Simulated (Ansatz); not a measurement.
# Si2Ni (Fm-3m) in Ansatz: further runs

Runs on Si2Ni. Level: r2SCAN. Tasks: single point, equation of state.

All numbers are computed with Ansatz 0.2.0; they aren't measurements. Logs are shortened: lines on timing, memory, paths and dates and some standing lists are left out, and cuts for length are marked.

## Step 1: The crystal as given

Symmetry: Fm-3m, No. 225, cubic system. Conventional cell: a = 5.406 Å, b = 5.406 Å, c = 5.406 Å, α = 90.00°, β = 90.00°, γ = 90.00°. Around Ni (site symmetry m-3m) lie 8 Si at 2.34 Å. Si (site symmetry -43m) is surrounded by 4 Ni at 2.34 Å.

## Step 2: Single point, r2SCAN, collinear spin, ferromagnetic start, 12.38 Å³/atom (volume scaled by 0.94)

Input file input.yaml:

```yaml
crystal:
  lattice:
    - [0.0, 2.6478212519, 2.6478212519]
    - [2.6478212519, 0.0, 2.6478212519]
    - [2.6478212519, 2.6478212519, 0.0]
  atoms:
    - { symbol: Ni, position: [0.0, 0.0, 0.0], spin: 1.0 }
    - { symbol: Si, position: [0.75, 0.75, 0.75] }
    - { symbol: Si, position: [0.25, 0.25, 0.25] }
hamiltonian:
  xc: r2scan
  pseudopotentials: { kind: paw }
magnetization:
  spin_polarized: true
kpoints:
  mp_grid: { grid: [9, 9, 9] }
scf:
  occupations: { method: fermi_dirac, width: 0.05 }
output:
  forces: true
  stress: true
  eigenvalues: true
```

Potentials or basis: Ansatz PAW.

Launch:

```bash
$ ansatz run input.yaml --threads 2 --pin off --max-ram 5632MiB --backend cpu --events-out ev --progress --plain --runs-dir out
```

The log of the run:

```text
Warning: RAYON_NUM_THREADS=2 ignored (pool sized by the plan → 2); use --threads N
Engine: ansatz 0.2.0, aarch64-unknown-linux-gnu
Pseudopotentials: kind: paw
Pseudopotential: Ni, paw, valence charge 18, recommended cutoff 500 eV (meta_gga), Ni.paw.azcp
Pseudopotential: Si, paw, valence charge 4, recommended cutoff 500 eV (meta_gga), Si.paw.azcp
Functional definition: r2SCAN
  parameter k0 = 0.174
  parameter k1 = 0.065
  parameter a1 = 4.9479
  exchange = r2scan_x(k0 = k0, k1 = k1, a1 = a1)
  correlation = r2scan_c
Crystal: 3 atoms, lattice volume = 37.128 Å³
Basis set: ecut = 500 eV, 941 PW (Γ), exchange–correlation on 120×120×120 points (64 copies of the dense FFT grid, shifted against one another)
Bands: 18, of which v1, the nominal top of the filled ones, is band 13 counted from 1 (12 counted from 0)
Symmetry: 48 space group operations
Space group: Fm-3m (ITA 225), of the structure as read, at distance tolerance 3.3e-5 Å
Magnetic group: BNS 225.116 (UNI 1618), of the structure as read, at distance tolerance 3.3e-5 Å
k-points: 35 of 729
Non-local potential: Ni, projectors of the file, l = 0: 3, l = 1: 2, l = 2: 3, l = 3: 1
Non-local potential: Si, projectors of the file, l = 0: 2, l = 1: 2, l = 2: 2
PAW form: soft (Blöchl's): semilocal exchange-correlation on the pseudo side does not see the compensation charge
PAW frozen core: Ni, regenerated for the run's functional (the file was generated under x = pbe(κ = 0.804, μ = 0.2195149727645171), c = pbe(β = 0.06672455060314922))
PAW frozen core: Si, regenerated for the run's functional (the file was generated under x = pbe(κ = 0.804, μ = 0.2195149727645171), c = pbe(β = 0.06672455060314922))
PAW one-centre angular grid: Ni, 590 points (default); XC on 160 Gauss nodes
PAW one-centre angular grid: Si, 302 points (default); XC on 160 Gauss nodes
Initial density: superposition of atomic densities (chi_scale 0.1, normalization cell)
Starting moments: Σ|m| = 1 μB on 1 of 3 sites
Initial wavefunctions: pseudopotential atomic-orbital guess
Functional: x = r2scan, c = r2scan; τ floored in thin density (d = 2e-4 eV/Å³)
SCF iter   1: F=—  HF=-7122.235776 eV  |F-HF|=—  |Δ(HF+E_count)|=         —  Δρ=6.60e-2 (↑6.60e-2 ↓3.41e-2)  dr2=1.31e0  dr2_τ=2.15e-2  dr2_m=4.78e-1  M=0.167 μB ∫|m|=0.692 μB  β_m=0.36  ethr=3.10e-3  ⟨swp⟩=6.1  Hψ=6649  notcnv=0
Mixer restart at iter 1: flushing history
preconditioner: auto → Kerker (q_TF=auto, 2.571 Å⁻¹)  [metal: Δε(μ)=0.062 eV  Ē_g=9.827 eV  σ=0.050 eV  W_gap=0.29  n_scr=14 (ndim 8)  ℏωp=25.9 eV  f_vac=0.000  D(μ)=0.72/eV (n_scr^D=0)]
spin=Collinear: Kerker preconditioning applied to the charge; magnetization (m = ρ↑ − ρ↓) channel mixes plain (no charge-response kernel on spin).
SCF iter   2: F=—  HF=-7122.421802 eV  |F-HF|=—  |Δ(HF+E_count)|=   1.86e-1  Δρ=5.09e-2 (↑2.45e-2 ↓5.09e-2)  dr2=1.21e0  dr2_τ=3.45e-3  dr2_m=3.19e-1  M=0.167 μB ∫|m|=0.539 μB  β_m=0.38  ethr=3.10e-3  ⟨swp⟩=2.6  Hψ=2590  notcnv=0  defer=27  κ⁻¹=1.0e0(r=1)
SCF iter   3: F=—  HF=-7123.006949 eV  |F-HF|=—  |Δ(HF+E_count)|=   5.85e-1  Δρ=4.30e-2 (↑2.28e-2 ↓4.30e-2)  dr2=9.59e-1  dr2_τ=1.42e-3  dr2_m=2.40e-1  M=0.153 μB ∫|m|=0.490 μB  β_m=0.30  ethr=3.10e-3  ⟨swp⟩=2.0  Hψ=1577  notcnv=0  defer=26  κ⁻¹=1.0e-2(r=2)
SCF iter   4: F=—  HF=-7124.270841 eV  |F-HF|=—  |Δ(HF+E_count)|=    1.26e0  Δρ=9.49e-3 (↑9.49e-3 ↓8.09e-3)  dr2=1.19e-1  dr2_τ=1.91e-4  dr2_m=6.45e-3  M=-0.018 μB ∫|m|=0.144 μB  β_m=0.64  ethr=3.10e-3  ⟨swp⟩=3.2  Hψ=2883  notcnv=0  defer=27  κ⁻¹=4.8e-4(r=3)
SCF iter   5: F=—  HF=-7124.299105 eV  |F-HF|=—  |Δ(HF+E_count)|=         —  Δρ=4.69e-3 (↑4.69e-3 ↓4.14e-3)  dr2=2.05e-2  dr2_τ=1.23e-4  dr2_m=1.08e-3  M=-0.009 μB ∫|m|=0.082 μB  β_m=0.32  ethr=4.59e-4  ⟨swp⟩=2.4  Hψ=2668  notcnv=0  defer=21
Mixer restart at iter 5: flushing history
SCF iter   6: F=—  HF=-7124.336334 eV  |F-HF|=—  |Δ(HF+E_count)|=   3.72e-2  Δρ=5.34e-3 (↑5.34e-3 ↓4.27e-3)  dr2=1.44e-2  dr2_τ=4.44e-5  dr2_m=6.66e-4  M=-0.005 μB ∫|m|=0.068 μB  β_m=0.32  ethr=7.89e-5  ⟨swp⟩=2.2  Hψ=1662  notcnv=0  defer=21  κ⁻¹=1.0e0(r=1)
SCF iter   7: F=—  HF=-7124.363486 eV  |F-HF|=—  |Δ(HF+E_count)|=   2.72e-2  Δρ=4.85e-3 (↑4.85e-3 ↓3.42e-3)  dr2=1.16e-2  dr2_τ=3.72e-5  dr2_m=5.53e-4  M=-0.003 μB ∫|m|=0.060 μB  β_m=0.30  ethr=5.52e-5  ⟨swp⟩=2.4  Hψ=1880  notcnv=0  defer=21  κ⁻¹=3.0e-2(r=2)
SCF iter   8: F=—  HF=-7124.420383 eV  |F-HF|=—  |Δ(HF+E_count)|=   5.69e-2  Δρ=3.56e-3 (↑3.56e-3 ↓1.34e-3)  dr2=7.29e-3  dr2_τ=8.56e-6  dr2_m=5.03e-4  M=0.002 μB ∫|m|=0.028 μB  β_m=0.30  ethr=4.47e-5  ⟨swp⟩=2.0  Hψ=2467  notcnv=0  defer=21  κ⁻¹=1.5e-3(r=3)
[... 2 lines left out ...]
SCF iter  11: F=—  HF=-7124.422797 eV  |F-HF|=—  |Δ(HF+E_count)|=   5.37e-4  Δρ=9.03e-4 (↑7.17e-4 ↓9.03e-4)  dr2=6.51e-4  dr2_τ=4.82e-7  dr2_m=3.64e-6  M=0.000 μB ∫|m|=0.001 μB  β_m=0.36  ethr=3.13e-6  ⟨swp⟩=2.3  Hψ=1811  notcnv=0  defer=21  κ⁻¹=9.2e-6(r=6)
SCF iter  12: F=—  HF=-7124.422928 eV  |F-HF|=—  |Δ(HF+E_count)|=   1.31e-4  Δρ=2.53e-4 (↑1.27e-4 ↓2.53e-4)  dr2=3.40e-5  dr2_τ=6.63e-8  dr2_m=1.85e-6  M=0.000 μB ∫|m|=0.000 μB  β_m=0.32  ethr=2.50e-6  ⟨swp⟩=1.8  Hψ=1479  notcnv=0  defer=21  κ⁻¹=7.7e-6(r=7)
SCF iter  13: F=—  HF=-7124.422974 eV  |F-HF|=—  |Δ(HF+E_count)|=   4.61e-5  Δρ=8.67e-5 (↑8.67e-5 ↓6.38e-5)  dr2=5.76e-6  dr2_τ=7.18e-9  dr2_m=6.18e-8  M=0.000 μB ∫|m|=0.000 μB  β_m=0.33  ethr=1.31e-7  ⟨swp⟩=2.3  Hψ=1810  notcnv=0  defer=21  κ⁻¹=1.8e-6(r=8)
SCF iter  14: F=—  HF=-7124.422985 eV  |F-HF|=—  |Δ(HF+E_count)|=   1.10e-5  Δρ=1.33e-5 (↑1.33e-5 ↓1.33e-5)  dr2=7.95e-8  dr2_τ=1.27e-9  dr2_m=2.72e-8  M=0.000 μB ∫|m|=0.000 μB  β_m=0.31  ethr=2.22e-8  ⟨swp⟩=2.2  Hψ=1722  notcnv=0  defer=21  κ⁻¹=4.6e-7(r=8)
SCF iter  15: F=—  HF=-7124.422989 eV  |F-HF|=—  |Δ(HF+E_count)|=   3.40e-6  Δρ=1.08e-5 (↑1.08e-5 ↓7.77e-6)  dr2=5.67e-8  dr2_τ=3.72e-10  dr2_m=2.72e-9  M=-0.000 μB ∫|m|=0.000 μB  β_m=0.30  ethr=3.06e-10  ⟨swp⟩=3.0  Hψ=2471  notcnv=0  defer=21  κ⁻¹=3.9e-8(r=8)
SCF iter  16: F=—  HF=-7124.422990 eV  |F-HF|=—  |Δ(HF+E_count)|=   8.76e-7  Δρ=3.55e-5 (↑3.54e-5 ↓3.55e-5)  dr2=1.24e-6  dr2_τ=6.04e-10  dr2_m=5.82e-10  M=-0.000 μB ∫|m|=0.000 μB  β_m=0.30  ethr=2.18e-10  ⟨swp⟩=2.0  Hψ=1964  notcnv=0  defer=21  κ⁻¹=7.2e-8(r=8)
SCF iter  17: F=—  HF=-7124.422989 eV  |F-HF|=—  |Δ(HF+E_count)|=   7.77e-8  Δρ=1.58e-6 (↑1.10e-6 ↓1.58e-6)  dr2=6.25e-10  dr2_τ=2.17e-11  dr2_m=4.23e-10  M=-0.000 μB ∫|m|=0.000 μB  β_m=0.30  ethr=2.18e-10  ⟨swp⟩=2.3  Hψ=2228  notcnv=0  defer=21  κ⁻¹=3.1e-7(r=8)
SCF iter  18: F=—  HF=-7124.422989 eV  |F-HF|=—  |Δ(HF+E_count)|=   2.64e-8  Δρ=1.04e-6 (↑1.04e-6 ↓5.92e-7)  dr2=1.97e-10  dr2_τ=3.95e-12  dr2_m=1.05e-10  M=-0.000 μB ∫|m|=0.000 μB  β_m=0.30  ethr=2.41e-12  ⟨swp⟩=2.1  Hψ=2179  notcnv=0  defer=21  κ⁻¹=1.8e-7(r=8)
SCF iter  19: F=—  HF=-7124.422989 eV  |F-HF|=—  |Δ(HF+E_count)|=   4.65e-9  Δρ=2.51e-6 (↑2.44e-6 ↓2.51e-6)  dr2=7.05e-9  dr2_τ=1.11e-11  dr2_m=5.78e-11  M=-0.000 μB ∫|m|=0.000 μB  β_m=0.30  ethr=1.00e-12  ⟨swp⟩=2.6  Hψ=4096  notcnv=0  κ⁻¹=1.4e-8(r=8)
SCF iter  20: F=-7124.422989 eV  HF=-7124.422989 eV  |F-HF|=2.03e-9  |Δ(HF+E_count)|=  9.73e-11  Δρ=1.63e-6 (↑1.63e-6 ↓1.62e-6)  dr2=2.78e-9  dr2_τ=2.35e-12  dr2_m=2.26e-12  M=-0.000 μB ∫|m|=0.000 μB  ethr=1.00e-12  ⟨swp⟩=3.0  Hψ=3264  notcnv=0
SCF 1 converged in 20 iterations: F = -7124.422989 eV  dr2 = 2.78e-9
WARN: the starting moments were not kept: the SCF closed with an absolute magnetisation of 4.6e-6 μB, where they sum to 1 μB in size (1 site). That is at most 0.1 of that sum. Measured as dr2_m measures the in/out step, that magnetisation stands 1.7e-11 eV from none, at or under the dr2_threshold of 1.0e-7 eV: it is no larger than a step whose dr2_m would equal this threshold. The system may hold no moment; this SCF shows only that its start led to no more than that. To try another start: raise the starting moments (crystal.atoms[].spin, magnetization.per_species, magnetization.initial_magnetization, or on a non-collinear deck that types none of these the spinor_matrix: blocks that start its atoms; where the total moment is fixed, keep their sum and leave initial_magnetization as it is; typed ones take the place of any that the run laid by itself, positive ones on a crystal's lanthanoids without a Hubbard term where scf.initial_density.shell_occupations: [] is typed) or, if the notice of its spin-set hold's release reads "site moments contracting" or "site moments show no strong build", lengthen the hold (scf.mixing.spin_hold: { on: { confirm: 4 } }; for m-r²SCAN on two components see the key's manual first). Each may lead to a state that holds a moment. A second SCF, from the converged charge density, with the starting moments and any scf.initial_density.shell_occupations laid on it anew, would have followed, and was not run: the deck does not ask for one (magnetization.retry_lost_moments is false, the default). To let it run, set magnetization.retry_lost_moments: true and run the deck again, where that key's refused combinations let it; where memory then withholds it, that run's warning says so.
this state was not tested for a lower state beside it, because the mixer in use, unlike msr1, does not test its closes by its own steps (another_mixer; see scf.mixing.algorithm and scf.lower_state_search)
SCF converged after 20 iterations
Magnetization: -0.0000 μB (13.0000 up, 13.0000 down)
Absolute magnetization: 0.0000 μB (∫|ρ↑−ρ↓|, with the PAW one-centre terms)
Spin contamination: 0.0000 ħ² per cell (⟨S²⟩ above its minimum at these occupations)
Per-site moments (μB) at R_I (Å): [(-1.8372173482002905e-6, 0.9458956933906076), (-2.760331156949996e-7, 0.9458956933906076), (-2.7603311568277297e-7, 0.9458956933906076)]
Free energy (F): -7124.422989 eV
Harris-Foulkes:  -7124.422989 eV  (|F-HF|=2.03e-9)
Internal energy: -7124.415225 eV  (E = F + TS)
E sigma→0 (E₀):  -7124.419107 eV
Entropy (-TS):   -0.007765 eV (-2.588 meV/atom)
Fermi energy:    14.465923 eV
--- Per-component energies (eV) ---
  E_band       = -350.066769
  E_kinetic    = 374.784456
  E_local      = -4829.330499  (includes V_loc(G=0)·N_el)
  E_nonlocal   = 680.398999
  E_hartree    = 2096.520951
  E_xc         = -187.849833
  E_vxc        = -226.501947  (∫ρ·V_xc dr)
  E_paw        = -2677.959140  (= ΣΔE_a)
  E_vpaw       = -556.197489  (= ΣTr[D̂ρ^β])
  E_aug_tail   = 0.000237  (compensation charges beyond the density's cutoff)
  E_vtau       = 13.732749  (kinetic-family band-sum trace: ∫τ·v_τ [+ j·A + Jᵃ·Aᵃ] dr)
  E_ewald      = -2580.527461
  E_core_change = -0.452935  (= ΣΔE_core)
  E_smearing   = -0.007765  (= −TS)
  E_closure    = -0.000000  (closes the sum)
  Σ components = -7124.422989   (vs F -7124.422989, Δ=0.00e0)
--- Forces (eV/Å), atoms counted from 1 ---
  atom   1  Ni    -0.00000000     0.00000000    -0.00000000
  atom   2  Si    -0.00000000    -0.00000000     0.00000000
  atom   3  Si     0.00000000     0.00000000    -0.00000000
  max |Σ_I F_I| component: 1.85e-17 eV/Å
--- Stress (GPa, compression-positive) ---
        8.968754       0.000000       0.000000
        0.000000       8.968754      -0.000000
        0.000000       0.000000       8.968754
  P = ⅓ Tr σ = 8.9688 GPa (89.688 kbar)
--- Band table (eV; the first three rows and the last of 70) ---
  k-point 0 ↑: bands = ["-94.2774", "-53.1957", "-53.1957", "-53.1957", "-0.8526", "8.4629", "8.4629", "8.4629", "10.2767", "10.2767", "15.0043", "16.2542", "16.2542", "16.2542", "16.5574", "16.5574", "16.5574", "19.6425"]
  k-point 1 ↑: bands = ["-94.2774", "-53.1958", "-53.1957", "-53.1957", "-0.6505", "8.1120", "8.5272", "8.5272", "10.2410", "10.2410", "13.7936", "15.3218", "15.3218", "15.5473", "17.4807", "17.4807", "18.6570", "18.9089"]
  k-point 2 ↑: bands = ["-94.2774", "-53.1963", "-53.1957", "-53.1957", "-0.0507", "7.1058", "8.6865", "8.6865", "10.1940", "10.1940", "11.9319", "14.3243", "14.3243", "16.0168", "17.2021", "17.2021", "18.5720", "19.7023"]
  k-point 34 ↓: bands = ["-94.2774", "-53.1968", "-53.1966", "-53.1962", "4.0222", "4.9358", "6.7679", "6.9851", "9.9384", "10.1267", "10.4379", "10.7345", "11.5611", "16.3943", "17.2298", "18.9635", "20.8190", "23.4862"]
```

Run time: 8 s. Hardware: 2 threads of Arm Neoverse V1, shared host; peak memory 0.47 GiB.

What came out:

```
Free energy            : -7124.4230 eV
Pressure               : 9.0 GPa
Band gap on the k mesh : none (metal or under the smearing width)
Net moment             : 0.00 μB per cell
Absolute moment        : 0.00 μB per cell
```

Caveat: the magnetic or orbital state may not be the lowest; the PAW data sets come from PBE, with cores solved anew for the run's functional, which leaves a small shift of forces and pressure; the starting moments weren't kept.

[end of part 1 of 2]
